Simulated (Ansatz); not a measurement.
# Si: the cost of one run

Program: Ansatz 0.2.0. Level of theory: DFT PBE, scalar-relativistic, plane waves, PAW. These are calculated values, not measurements.

4 further runs of the same task are left out: 1 that didn't finish, 3 set aside as unsound or not needed.

**1. The structure to begin with**

It takes space group P1 (No. 1, triclinic). Conventional cell: a = 6.365 Å, b = 7.702 Å, c = 19.753 Å, α = 90.00°, β = 90.00°, γ = 90.00°. Around Si (site symmetry 1) lie 3 Si at 2.36 to 2.38 Å. Si (site symmetry 1) has 4 Si at 2.36 to 2.38 Å as nearest neighbours. Only part of the 17 independent sites is listed.

Coordinates:

```
Si
1.0
     7.70216    0.00000    0.00000
     0.00000    6.36468    0.00000
     0.00000    0.00000   19.75254
Si
17
Direct
  0.00000 0.93707 0.20251
  0.50000 0.93707 0.20251
  0.00000 0.56293 0.20251
  0.50000 0.56293 0.20251
  0.25000 0.43707 0.25879
  0.75000 0.43707 0.25879
  0.25000 0.06293 0.25879
  0.75000 0.06293 0.25879
  0.25000 0.93330 0.37206
  0.75000 0.93330 0.37206
  0.25000 0.56670 0.37206
  0.75000 0.56670 0.37206
  0.00000 0.42599 0.41780
  0.50000 0.42599 0.41780
  0.00000 0.07401 0.41780
  0.50000 0.07401 0.41780
  0.16667 0.42599 0.51312
```

This is the geometry of the first run shown, built on a cell relaxed beforehand with the same method.

**2. The scan**

Atoms count from 1 in the order of the input.

Si is moved over the surface cell; relaxed at each place: the height of the adsorbate's atoms; substrate rigid; the origin of the map has the adsorbate above Si13.

First coordinate, position of Si17 along the first surface vector, from above Si13: 6 values from 0.000 to 0.833, periodic. Second coordinate, position of Si17 along the second surface vector, from above Si13: 6 values from 0.000 to 0.833, periodic.

Relaxed at each point: the height of the adsorbate's atoms; substrate rigid. Points are written as (first, second).

The two vectors of the plane (Å): (3.851, 0.000, 0.000); (0.000, 6.365, 0.000).

**3. Grid point (2/6, 0/6) of the map's two axes**

input.yaml reads:

```yaml
crystal:
  lattice:
    - [7.7021643869, 0.0, 0.0]
    - [0.0, 6.3646811531, 0.0]
    - [0.0, 0.0, 19.7525435111]
  atoms:
    - { symbol: Si, position: [0.0, 0.9370679262, 0.2025055658] }
    - { symbol: Si, position: [0.5, 0.9370679262, 0.2025055658] }
    - { symbol: Si, position: [0.0, 0.5629320738, 0.2025055658] }
    - { symbol: Si, position: [0.5, 0.5629320738, 0.2025055658] }
    - { symbol: Si, position: [0.25, 0.4370679262, 0.258787516] }
    - { symbol: Si, position: [0.75, 0.4370679262, 0.258787516] }
    - { symbol: Si, position: [0.25, 0.0629320738, 0.258787516] }
    - { symbol: Si, position: [0.75, 0.0629320738, 0.258787516] }
    - { symbol: Si, position: [0.25, 0.9333044689, 0.3720589473] }
    - { symbol: Si, position: [0.75, 0.9333044689, 0.3720589473] }
    - { symbol: Si, position: [0.25, 0.5666955311, 0.3720589473] }
    - { symbol: Si, position: [0.75, 0.5666955311, 0.3720589473] }
    - { symbol: Si, position: [0.0, 0.4259907554, 0.4177964983] }
    - { symbol: Si, position: [0.5, 0.4259907554, 0.4177964983] }
    - { symbol: Si, position: [0.0, 0.0740092446, 0.4177964983] }
    - { symbol: Si, position: [0.5, 0.0740092446, 0.4177964983] }
    - { symbol: Si, position: [0.1666666667, 0.4259907554, 0.513120604], spin: 2.0 }
basis:
  ecutwfc: 420
kpoints:
  mp_grid: { grid: [4, 4, 1] }
hamiltonian:
  xc: pbe
  pseudopotentials: { kind: paw, azcp: { folder: soft_1 } }
scf:
  occupations: { method: gaussian, width: 0.05 }
output:
  forces: true
  eigenvalues: true
  populations: true
magnetization:
  spin_polarized: true
relax:
  adjacent_minimum: "off"
  f_tol: 0.025
  max_steps: 16
  constraints:
    - { sites: [0, 1, 2, 3, 4, 5, 6, 7, 8, 9, 10, 11, 12, 13, 14, 15] }
    - { sites: [16], fix: xy }
efield:
  axis: 3
  dipole_correction: true
  ramp_width: 0.04
```

Launch:

```sh
$ ansatz run input.yaml --threads 4 --pin off --max-ram 12288MiB --backend cpu --events-out ev --progress --plain --runs-dir out
```

Q: Estimate wall time and peak memory on 4 threads of Arm Neoverse N1, shared host.

About 4.8 min, with a peak of 1.8 GiB.
